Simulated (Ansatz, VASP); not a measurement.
Given: the input of a run of VASP 6.6.1 on KI. 

Contents of INCAR:

```
SYSTEM = KI
  ALGO = Fast
  EDIFF = 1E-6
  EDIFFG = -0.01
  ENCUT = 600
  GGA = RP
  IBRION = 2
  ISIF = 3
  ISMEAR = -1
  IVDW = 13
  LASPH = .True.
  LCHARG = .False.
  LREAL = .False.
  LWAVE = .False.
  NELM = 60
  NSW = 40
  PREC = Accurate
  SIGMA = 0.05
```

The input KPOINTS:

```
k-points
0
Gamma
  7 7 7
  0 0 0
```

Contents of POSCAR:

```
KI
1.0
    0.0000000000      3.5327750000      3.5327750000
    3.5327750000      0.0000000000      3.5327750000
    3.5327750000      3.5327750000      0.0000000000
I K
1 1
Direct
    0.5000000000      0.5000000000      0.5000000000
    0.0000000000      0.0000000000      0.0000000000
```

Potentials or basis: VASP PAW PBE potentials, release 64 (I, K_sv).

Command:

```console
$ cat potpaw_PBE.64/I/POTCAR potpaw_PBE.64/K_sv/POTCAR > POTCAR
$ mpirun -np 1 vasp_std > vasp.out
```

Task: What does the same run look like in Ansatz 0.2.0? Potentials or basis there: Ansatz PAW, cutoff 420 eV.

Result: As run (cutoffs and basis follow the program's own potentials, and thresholds, step limits or extra output files can differ):

The input input.yaml:

```yaml
crystal:
  lattice:
    - [0.0, 3.532775, 3.532775]
    - [3.532775, 0.0, 3.532775]
    - [3.532775, 3.532775, 0.0]
  atoms:
    - { symbol: I, position: [0.5, 0.5, 0.5] }
    - { symbol: K, position: [0.0, 0.0, 0.0] }
hamiltonian:
  xc: rpbe
  pseudopotentials: { kind: paw }
  dispersion: d4
kpoints:
  mp_grid: { grid: [7, 7, 7] }
scf:
  occupations: { method: fermi_dirac, width: 0.05 }
output:
  forces: true
  stress: true
  eigenvalues: true
  write_density: true
  write_potential: true
  elf: true
  volumetric_format: npy
relax:
  f_tol: 0.01
  max_steps: 40
  cell: { stress_tol: 0.05 }
```

Potentials or basis: Ansatz PAW.

Command:

```sh
$ ansatz run input.yaml --threads 2 --pin off --max-ram 5632MiB --backend cpu --events-out ev --progress --plain --runs-dir out
```

Both were run:

|  | VASP | Ansatz |
| --- | --- | --- |
| Relaxed volume | 46.38 Å³/atom | 46.24 Å³/atom |
| Relaxed cell | a = 5.081 Å, b = 5.081 Å, c = 5.081 Å, α = 60.00°, β = 60.00°, γ = 60.00° | a = 5.076 Å, b = 5.076 Å, c = 5.076 Å, α = 60.00°, β = 60.00°, γ = 60.00° |
| Space group after relaxing | Fm-3m (No. 225) | Fm-3m (No. 225) |
| Pressure after relaxing | 0.0 GPa | 0.0 GPa |

Ansatz's pressure holds a Pulay term of +0.01 GPa for its cutoff of 420 eV, which the other run lacks.

The potentials hold 16 and 26 valence electrons a cell.

VASP's potentials were made for PBE. Ansatz's potentials were made for PBE.

Where Ansatz's input types no cutoff or centring, it takes its own default and a Γ-centred mesh.

Pressure is positive in compression.
